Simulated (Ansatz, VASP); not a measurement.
# BAs in VASP and in Ansatz

```
CELL_PARAMETERS angstrom
0.00000 2.39192 2.39192
2.39192 0.00000 2.39192
2.39192 2.39192 0.00000
ATOMIC_POSITIONS crystal
B 0.00000 0.00000 0.00000
As 0.25000 0.25000 0.25000
```

Alike in both runs: task single point; functional r2SCAN; k mesh 10 × 10 × 10; occupations gaussian, width 0.02 eV; no spin polarisation.

```csv
,VASP,Ansatz
version,VASP 6.6.1,Ansatz 0.2.0
potentials or method,"VASP PAW PBE potentials, release 64 (B, As)","scalar-relativistic, plane waves, PAW"
plane-wave cutoff (eV),520,500
valence electrons in the cell,8,18
```

|  | VASP | Ansatz | Ansatz less VASP |
| --- | --- | --- | --- |
| gap on the k mesh at the Fermi level (eV) | 1.37 | 1.37 | 0.000 |
| least direct gap on the mesh (eV) | 3.44 | 3.44 | -0.004 |

The functional is the same, so the differences come from potentials, cutoffs and numerics. The two sets of potentials don't hold the same shells in valence.

Caveats: the PAW data sets were made with another functional, which shifts forces and pressure a little (VASP). r2SCAN opens gaps a little over a GGA but as a rule still falls short of measured ones. A k mesh can miss the band edges.
